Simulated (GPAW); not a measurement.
Ge:

```
CELL_PARAMETERS angstrom
0.00000 2.82891 2.82891
2.82891 0.00000 2.82891
2.82891 2.82891 0.00000
ATOMIC_POSITIONS crystal
Ge 0.75000 0.75000 0.75000
Ge 0.50000 0.50000 0.50000
```

Base run:

| Item | Value |
| --- | --- |
| Program | GPAW 26.7.0 |
| Functional | r2SCAN |
| Potentials or basis | GPAW PAW data sets (gpaw-data 1.2.1) |
| Cutoff | 600 eV |
| Basis | pw |
| k mesh | 8 × 8 × 8 |
| Occupations | fermi-dirac, width 0.05 eV |
| Spin | no spin polarisation |

Its results: band gap on the k mesh 0.46 eV, direct; pressure 0.7 GPa.

Problem. After a change of settings the same cell gave: band gap on the k mesh 0.36 eV, direct; pressure 0.7 GPa. Which change was it?
A. functional from r2SCAN to PBE; occupations from fermi-dirac, width 0.05 eV to gaussian, width 0.028 eV
B. k mesh from 8 × 8 × 8 to 6 × 6 × 6; spin from no spin polarisation to spin-orbit coupling, no magnetisation
C. functional from r2SCAN to PBEsol; potentials or basis from GPAW PAW data sets (gpaw-data 1.2.1) to PAW data sets generated in the run's folder for this functional
D. functional from r2SCAN to PBE; band points from 80 to 100

Solution. B.

Caveats: the PAW data sets were made with another functional, which shifts forces and pressure a little; spin-orbit coupling was added after a scalar SCF, so levels and gaps hold it while energy, forces, pressure and moments don't (some runs); this program's spin-orbit splittings come out too wide for heavy elements (some runs).

Not every run made on this cell is shown here.
